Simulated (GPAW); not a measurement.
Crystal: CsPbCl3.

```xyz
5
Lattice="5.6050 0.0000 0.0000 0.0000 5.6050 0.0000 0.0000 0.0000 5.6050" Properties=species:S:1:pos:R:3 pbc="T T T"
Pb    2.8025    2.8025    2.8025
Cs    0.0000    0.0000    0.0000
Cl    2.8025    0.0000    2.8025
Cl    0.0000    2.8025    2.8025
Cl    2.8025    2.8025    0.0000
```

Base run:

| Item | Value |
| --- | --- |
| Program | GPAW 26.7.0 |
| Functional | PW91 |
| Potentials or basis | PAW data sets generated in the run's folder for this functional |
| Cutoff | 600 eV |
| Basis | pw |
| k mesh | 5 × 5 × 5 |
| Occupations | fermi-dirac, width 0.05 eV |
| Spin | no spin polarisation |

Its results: band gap on the k mesh 2.91 eV, direct; pressure 1.5 GPa.

Question: The run is repeated on the same cell with these changes: functional from PW91 to PBEsol. What comes out?

Answer: Band gap on the k mesh 2.81 eV, direct; pressure 0.0 GPa.

PBEsol binds more tightly than PW91, so the same cell stands under less pressure.

Caveats: spin-orbit coupling is left out, which as a rule narrows the gap of such compounds by several tenths of an eV; an odd mesh through Γ misses points on the zone boundary, where band edges often lie.
